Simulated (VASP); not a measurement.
# CaF in VASP: a series of runs

Aim: see how the results for CaF move with the level of theory and the settings. Levels: PBE, PBEsol, RPBE. Tasks: relaxation of the atoms.

Program: VASP 6.6.1. These are calculated values, not measurements. Logs are shortened: lines on timing, memory, paths and dates and some standing lists are left out, and cuts for length are marked.

## (1) The structure

The cell holds a sheet with vacuum, 2 atoms: a = 3.725 Å, b = 3.725 Å, c = 25.528 Å, α = 90.00°, β = 90.00°, γ = 120.00°.

The cell was built by a generator and needn't be a form met in nature.

## (2) Relaxation of the atoms, PBE

The input, INCAR:

```
SYSTEM = CaF
ALGO = Normal
DIPOL = 0.5 0.5 0.294
EDIFF = 1E-6
EDIFFG = -0.005
ENCUT = 520
GGA = PE
IBRION = 2
IDIPOL = 3
ISIF = 2
ISMEAR = -1
LASPH = .TRUE.
LCHARG = .FALSE.
LDIPOL = .TRUE.
LREAL = .FALSE.
LWAVE = .FALSE.
NELM = 80
NSW = 60
PREC = Accurate
SIGMA = 0.05
```

The input, KPOINTS:

```
k-points
0
G
  8 8 1
  0 0 0
```

The input, POSCAR:

```
CaF
1.0
    3.7249700000      0.0000000000      0.0000000000
   -1.8624800000      3.2259200000      0.0000000000
    0.0000000000      0.0000000000     25.5276600000
Ca F
1 1
Selective dynamics
Direct
    0.6666700000      0.3333300000      0.3107600000  F F F
    0.0000000000      0.0000000000      0.2768400000  T T T
```

Potentials or basis: VASP PAW PBE potentials, release 64 (Ca_sv, F).

On the command line:

```console
cat potpaw_PBE.64/Ca_sv/POTCAR potpaw_PBE.64/F/POTCAR > POTCAR
mpirun -np 1 vasp_std > vasp.out
```

OUTCAR:

```text
SYSTEM = CaF
   EDIFF = 1E-6
   EDIFFG = -0.005
   ENCUT = 520
   GGA = PE
   IBRION = 2
   ISIF = 2
   ISMEAR = -1
   LASPH = .TRUE.
   LREAL = .FALSE.
   NELM = 80
   NSW = 60
   PREC = Accurate

 ion  position               nearest neighbor table
   1  0.667  0.333  0.311-   2 2.32   2 2.32   2 2.32
   2  0.000  0.000  0.277-   1 2.32   1 2.32   1 2.32

  LATTYP: Found a hexagonal cell.
 ALAT       =     3.7249700000
 C/A-ratio  =     6.8531182801

  Lattice vectors:

 A1 = (   3.7249700000,   0.0000000000,   0.0000000000)
 A2 = (  -1.8624800000,   3.2259200000,   0.0000000000)
 A3 = (   0.0000000000,   0.0000000000,  25.5276600000)

Analysis of symmetry for initial positions (statically):
=====================================================================
 Subroutine PRICEL returns:
 Original cell was already a primitive cell.

 Routine SETGRP: Setting up the symmetry group for a
 hexagonal supercell.

 Subroutine GETGRP returns: Found  2 space group operations
 (whereof  2 operations were pure point group operations)
 out of a pool of 24 trial point group operations.

The static configuration has the point symmetry C_1h.

Analysis of symmetry for dynamics (positions and initial velocities):
=====================================================================
 Subroutine PRICEL returns:
 Original cell was already a primitive cell.

 Routine SETGRP: Setting up the symmetry group for a
 hexagonal supercell.

 Subroutine GETGRP returns: Found  2 space group operations
 (whereof  2 operations were pure point group operations)
 out of a pool of 24 trial point group operations.

The dynamic configuration has the point symmetry C_1h.

Analysis of constrained symmetry for selective dynamics:
=====================================================================
 Subroutine PRICEL returns:
 Original cell was already a primitive cell.

 Routine SETGRP: Setting up the symmetry group for a
 hexagonal supercell.

 Subroutine GETGRP returns: Found  2 space group operations
 (whereof  2 operations were pure point group operations)
 out of a pool of 24 trial point group operations.

The constrained configuration has the point symmetry C_1h.

 Subroutine INISYM returns: Found  2 space group operations
 (whereof  2 operations are pure point group operations),
 and found     1 'primitive' translations

----------------------------------------------------------------------------------------

                                     Primitive cell

  volume of cell :     306.7520

  direct lattice vectors                    reciprocal lattice vectors
     3.724970000  0.000000000  0.000000000     0.268458538  0.154994128  0.000000000
    -1.862480000  3.225920000  0.000000000     0.000000000  0.309989088  0.000000000
     0.000000000  0.000000000 25.527660000     0.000000000  0.000000000  0.039173195

  length of vectors
     3.724970000  3.724968671 25.527660000     0.309988978  0.309989088  0.039173195

  position of ions in fractional coordinates (direct lattice)
     0.666670000  0.333330000  0.310760000
     0.000000000  0.000000000  0.276840000

  ion indices of the primitive-cell ions
   primitive index   ion index
                 1           1
                 2           2

----------------------------------------------------------------------------------------

 KPOINTS: k-points

Automatic generation of k-mesh.
 Grid dimensions read from file:
 generate k-points for:    8    8    1

 Generating k-lattice:

  Cartesian coordinates                     Fractional coordinates (reciprocal lattice)
     0.033557317  0.019374266  0.000000000     0.125000000  0.000000000  0.000000000
     0.000000000  0.038748636  0.000000000     0.000000000  0.125000000  0.000000000
     0.000000000  0.000000000  0.039173195     0.000000000  0.000000000  1.000000000

  Length of vectors
     0.038748622  0.038748636  0.039173195

  Shift w.r.t. Gamma in fractional coordinates (k-lattice)
     0.000000000  0.000000000  0.000000000

 Subroutine IBZKPT returns following result:
 ===========================================

 Found     21 irreducible k-points:

 Following reciprocal coordinates:
            Coordinates               Weight
  0.000000  0.000000  0.000000      1.000000
  0.125000  0.000000  0.000000      4.000000
 -0.125000  0.125000  0.000000      2.000000
  0.250000  0.000000  0.000000      4.000000
 -0.250000  0.250000  0.000000      2.000000
  0.375000  0.000000  0.000000      4.000000
[... 13 lines left out ...]
  0.375000  0.250000  0.000000      4.000000
  0.375000  0.375000  0.000000      2.000000
   k-points           NKPTS =     21   k-points in BZ     NKDIM =     21   number of bands    NBANDS=     12
   number of dos      NEDOS =    301   number of ions     NIONS =      2
   total plane-waves  NPLWV = 150528
   dimension x,y,z NGX =    28 NGY =   28 NGZ =  192
   dimension x,y,z NGXF=    56 NGYF=   56 NGZF=  384
   ions per type =               1   1
   NGX,Y,Z   is equivalent  to a cutoff of  12.50, 12.50, 12.50 a.u.
   NGXF,Y,Z  is equivalent  to a cutoff of  24.99, 24.99, 25.01 a.u.
 SYSTEM =  CaF
   PREC   = accura    normal or accurate (medium, high low for compatibility)
   ISTART =      0    job   : 0-new  1-cont  2-samecut
   ICHARG =      2    charge: 1-file 2-atom 10-const
   ISPIN  =      1    spin polarized calculation?
   LNONCOLLINEAR =      F non collinear calculations
   LSORBIT =      F    spin-orbit coupling
   LASPH  =      T    aspherical Exc in radial PAW
   ENCUT  =  520.0 eV  38.22 Ry    6.18 a.u.   6.93  6.93 47.46*2*pi/ulx,y,z
   NELM   =     80;   NELMIN=  2; NELMDL= -5     # of ELM steps
   EDIFF  = 0.1E-05   stopping-criterion for ELM
   LREAL  =      F    real-space projection
   EDIFFG = -.5E-02   stopping-criterion for IOM
   NSW    =     60    number of steps for IOM
   IBRION =      2    ionic relax: 0-MD 1-quasi-New 2-CG
   NFREE  =      1    steps in history (QN), initial steepest desc. (CG)
   ISIF   =      2    stress and relaxation
   ISYM   =      2    0-nonsym 1-usesym 2-fastsym
   POTIM  = 0.5000    time-step for ionic-motion
   TEBEG  =    0.0;   TEEND  =   0.0 temperature during run
   PSTRESS=    0.0 pullay stress
   NELECT =      17.0000    total number of electrons
   NUPDOWN=      -1.0000    fix difference up-down
   EMIN   =  10.00;   EMAX   =-10.00  energy-range for DOS
   EFERMI =   0.00;   METHOD = LEGACY
   ISMEAR =    -1;   SIGMA  =   0.05  broadening in eV -4-tet -1-fermi 0-gaus
   EFERMI_NEDOS =   21; number of points for ismear=-14 and -15
   IALGO  =     38    algorithm
   IMIX   =      4    mixing-type and parameters
     AMIX     =   0.40;   BMIX     =  1.00
     AMIX_MAG =   1.60;   BMIX_MAG =  1.00
  volume/ion in A,a.u.               =     153.38      1035.03
  Fermi-wavevector in a.u.,A,eV,Ry     =   0.624159  1.179490  5.300485  0.389575
  Thomas-Fermi vector in A             =   1.684619
   LORBIT       =      0    0 simple, 1 ext, 2 COOP (PROOUT), +10 PAW based schemes
   GGA     = PE    functional components
   LHFCALC =     F    Hartree Fock is set to
   AEXX    =    0.0000 exact exchange contribution
   IVDW    =     0    specifies the selected vdW correction
   LEPSILON=     F    determine dielectric tensor
   LRPA    =     F    only Hartree local field effects (RPA)
 conjugate gradient relaxation of ions
 non-spin polarized calculation
  energy-cutoff  :      520.00
  volume of cell :      306.75
 maximum number of plane-waves:      8291
   NGX = 13   NGY = 13   NGZ = 95

 dipolmoment           0.000000      0.000000     -0.012882 electrons x Angstroem

--------------------------------------- Ionic step        1  -------------------------------------------

 number of electron      17.0000005 magnetization

 Free energy of the ion-electron system (eV)
  ---------------------------------------------------
  ext. energy  EPLUGINS =         0.00000000
  ---------------------------------------------------
  free energy    TOTEN  =        -8.63839947 eV

  energy without entropy =       -8.62996725  energy(sigma->0) =       -8.63418336

------------------------ aborting loop because EDIFF is reached ----------------------------------------

  FORCE on cell =-STRESS in cart. coord.  units (eV):
  Direction    XX          YY          ZZ          XY          YZ          ZX
  --------------------------------------------------------------------------------------
  -------------------------------------------------------------------------------------
  Total        0.0456991      0.0456283     -0.0196261     -0.0000613      0.0000157     -0.0000272
  in kB        0.2386881      0.2383182     -0.1025079     -0.0003202      0.0000820     -0.0001420
  external PRESSURE =       0.1248328 kB  Pullay stress =       0.0000000 kB
[... 129 lines left out ...]
  energy  without entropy=       -8.6302436207  energy(sigma->0) =       -8.63439765

--------------------------------------- Ionic step        5  -------------------------------------------

 number of electron      17.0000000 magnetization

 dipolmoment           0.000000      0.000000      0.098236 electrons x Angstroem

 Free energy of the ion-electron system (eV)
  ---------------------------------------------------
  ext. energy  EPLUGINS =         0.00000000
  ---------------------------------------------------
  free energy    TOTEN  =        -8.63857044 eV

  energy without entropy =       -8.63023258  energy(sigma->0) =       -8.63440151

 E-fermi :  -2.0638     XC(G=0):  -1.7744

 val. band max:       -2.2348273933   @ k =   0.2500   0.1250   0.0000
 cond. band min:      -1.9997210394   @ k =  -0.3750   0.3750   0.0000
 fundamental gap:      0.2351063539
 Fermi energy:        -2.0638406488

 k-point     1 :       0.0000    0.0000    0.0000
  band No.  band energies     occupation
      1     -44.9645      2.00000
      2     -27.8882      2.00000
      3     -25.8566      2.00000
      4     -25.8566      2.00000
      5     -25.7946      2.00000
      6      -9.4732      2.00000
      7      -9.4732      2.00000
      8      -9.3410      2.00000
      9      -3.6561      2.00000
     10      -1.0204      0.00000
     11      -0.4179      0.00000
     12       0.4150      0.00000
[... 286 lines left out ...]
 k-point    21 :       0.3750    0.3750    0.0000
  band No.  band energies     occupation
      1     -44.9379      2.00000
      2     -28.1531      2.00000
      3     -25.9855      2.00000
      4     -25.9663      2.00000
      5     -25.4628      2.00000
      6      -9.5742      2.00000
      7      -9.4400      2.00000
      8      -9.0733      2.00000
      9      -1.7267      0.00235
     10      -0.7126      0.00000
     11      -0.0156      0.00000
     12       0.1737      0.00000

------------------------ aborting loop because EDIFF is reached ----------------------------------------

 vacuum level on the upper side and lower side of the slab       (xc-potential included)         0.708        -0.796

  FORCE on cell =-STRESS in cart. coord.  units (eV):
  Direction    XX          YY          ZZ          XY          YZ          ZX
  --------------------------------------------------------------------------------------
  -------------------------------------------------------------------------------------
  Total       -0.0108055     -0.0108570     -0.0454059     -0.0000446      0.0000085     -0.0000147
  in kB       -0.0564376     -0.0567066     -0.2371566     -0.0002330      0.0000444     -0.0000769
  external PRESSURE =      -0.1167669 kB  Pullay stress =       0.0000000 kB

 VOLUME and BASIS-vectors are now :
 -----------------------------------------------------------------------------
  energy-cutoff  :      520.00
  volume of cell :      306.75
      direct lattice vectors                 reciprocal lattice vectors
     3.724970000  0.000000000  0.000000000     0.268458538  0.154994128  0.000000000
    -1.862480000  3.225920000  0.000000000     0.000000000  0.309989088  0.000000000
     0.000000000  0.000000000 25.527660000     0.000000000  0.000000000  0.039173195
[... 8 lines left out ...]
  FREE ENERGIE OF THE ION-ELECTRON SYSTEM (eV)
  ---------------------------------------------------
  free  energy   TOTEN  =        -8.6385704382 eV

  energy  without entropy=       -8.6302325814  energy(sigma->0) =       -8.63440151

 reached required accuracy - stopping structural energy minimisation

 vacuum level on the upper side and lower side of the slab         1.757         0.211
```

Wall time 4.1 min (1 thread of Intel Xeon Platinum 8488C (Sapphire Rapids), shared host); peak memory 0.44 GiB.

What came out:

```
Free energy               : -8.6386 eV
Energy gained by relaxing : 0.1 meV/atom
Ionic steps               : 5
Band gap on the k mesh    : none (metal or under the smearing width)
```

Step by step:
| step | energy change (eV) | largest force (eV/Å) | pressure (GPa) |
| --- | --- | --- | --- |
| 1 | 0.0000 | 0.0310 | 0.01 |
| 2 | 0.0000 | 0.0276 | 0.01 |
| 3 | -0.0001 | 0.0141 | 0.00 |
| 4 | -0.0002 | 0.0089 | -0.02 |
| 5 | -0.0002 | 0.0020 | -0.01 |

Final structure:
```
Ca F
1.0
     3.72497    0.00000    0.00000
    -1.86248    3.22592    0.00000
     0.00000    0.00000   25.52766
Ca F
1 1
Direct
  0.66667 0.33333 0.31076
  0.00000 0.00000 0.27639
```

Caveat: an odd number of electrons without spin polarisation forces a metal; a magnetic or distorted state may lie lower.

## (3) Relaxation of the atoms, PBEsol

Edit INCAR of step 2 so:

```diff
@@ -6,3 +6,3 @@
 ENCUT = 520
-GGA = PE
+GGA = PS
 IBRION = 2
```

KPOINTS is that of step 2.

POSCAR is that of step 2.

Potentials or basis: VASP PAW PBE potentials, release 64 (Ca_sv, F).

On the command line:

```console
cat potpaw_PBE.64/Ca_sv/POTCAR potpaw_PBE.64/F/POTCAR > POTCAR
mpirun -np 1 vasp_std > vasp.out
```

Wall time 4.3 min (1 thread of Intel Xeon Platinum 8488C (Sapphire Rapids), shared host); peak memory 0.46 GiB.

Results (log left out):

```yaml
Free_energy: -8.9385 eV
Energy_gained_by_relaxing: 1.1 meV/atom
Ionic_steps: 5
Band_gap_on_the_k_mesh: none (metal or under the smearing width)
```

The path:
| step | energy change (eV) | largest force (eV/Å) | pressure (GPa) |
| --- | --- | --- | --- |
| 1 | 0.0000 | 0.1081 | -0.20 |
| 2 | -0.0005 | 0.0922 | -0.19 |
| 3 | -0.0017 | 0.0538 | -0.16 |
| 4 | -0.0022 | 0.0182 | -0.10 |
| 5 | -0.0023 | 0.0009 | -0.12 |

Final structure:
```
Ca F
1.0
     3.72497    0.00000    0.00000
    -1.86248    3.22592    0.00000
     0.00000    0.00000   25.52766
Ca F
1 1
Direct
  0.66667 0.33333 0.31076
  0.00000 0.00000 0.27857
```

Levels at points of the mesh, in eV from the Fermi level:
```tsv
k point	band 4	band 5	band 6	band 7	band 8	band 9	band 10	band 11	band 12
(0.00, 0.00, 0.00)	-23.71	-23.66	-7.64	-7.64	-7.45	-1.61	0.95	1.61	2.28
(0.50, 0.00, 0.00)	-23.77	-23.35	-7.85	-7.48	-7.19	0.34	1.08	1.90	2.85
(0.50, 0.50, 0.00)	-23.77	-23.35	-7.85	-7.48	-7.19	0.34	1.08	1.90	2.85
```

Caveat: the PAW data sets were made with another functional, which shifts forces and pressure a little; an odd number of electrons without spin polarisation forces a metal; a magnetic or distorted state may lie lower.

## (4) Relaxation of the atoms, RPBE

Edit INCAR of step 3 so:

```diff
@@ -6,3 +6,3 @@
 ENCUT = 520
-GGA = PS
+GGA = RP
 IBRION = 2
```

KPOINTS is that of step 3.

POSCAR is that of step 3.

On the command line:

```console
cat potpaw_PBE.64/Ca_sv/POTCAR potpaw_PBE.64/F/POTCAR > POTCAR
mpirun -np 1 vasp_std > vasp.out
```

Run time: 4.4 min. Hardware: 1 thread of Intel Xeon Platinum 8488C (Sapphire Rapids), shared host; peak memory 0.46 GiB.

Results (log left out):

```
Free energy               : -8.2323 eV
Energy gained by relaxing : 4.2 meV/atom
Ionic steps               : 5
Band gap on the k mesh    : none (metal or under the smearing width)
```

Step by step:
| step | energy change (eV) | largest force (eV/Å) | pressure (GPa) |
| --- | --- | --- | --- |
| 1 | 0.0000 | 0.2187 | 0.25 |
| 2 | -0.0021 | 0.1902 | 0.22 |
| 3 | -0.0068 | 0.1022 | 0.16 |
| 4 | -0.0069 | 0.1008 | 0.02 |
| 5 | -0.0085 | 0.0019 | 0.09 |

Final structure:
```
CELL_PARAMETERS angstrom
3.72497 0.00000 0.00000
-1.86248 3.22592 0.00000
0.00000 0.00000 25.52766
ATOMIC_POSITIONS crystal
Ca 0.66667 0.33333 0.31076
F 0.00000 0.00000 0.27394
```

Levels at points of the mesh, in eV from the Fermi level:
| k point | band 6 | band 7 | band 8 | band 9 | band 10 | band 11 |
| --- | --- | --- | --- | --- | --- | --- |
| (0.00, 0.00, 0.00) | -7.15 | -7.15 | -7.06 | -1.56 | 1.13 | 1.68 |
| (0.50, 0.00, 0.00) | -7.39 | -7.05 | -6.80 | 0.39 | 1.11 | 2.07 |
| (0.50, 0.50, 0.00) | -7.39 | -7.05 | -6.80 | 0.39 | 1.11 | 2.07 |

Caveat: the PAW data sets were made with another functional, which shifts forces and pressure a little; an odd number of electrons without spin polarisation forces a metal; a magnetic or distorted state may lie lower.

## (5) Overview

| level | gap on the mesh (eV) |
| --- | --- |
| PBE | none |
| PBEsol | none |
| RPBE | none |

Alike in all rows: task relaxation of the atoms; potentials or basis VASP PAW PBE potentials, release 64 (Ca_sv, F); no spin polarisation; cell atoms relaxed; k mesh 8 × 8 × 1; cutoff (eV) 520; smearing fermi-dirac 0.05 eV.

Caveats: an odd number of electrons without spin polarisation forces a metal; a magnetic or distorted state may lie lower; the PAW data sets were made with another functional, which shifts forces and pressure a little (some runs).

Total energies depend on the potentials used, so only differences within one code and one set of settings carry meaning.
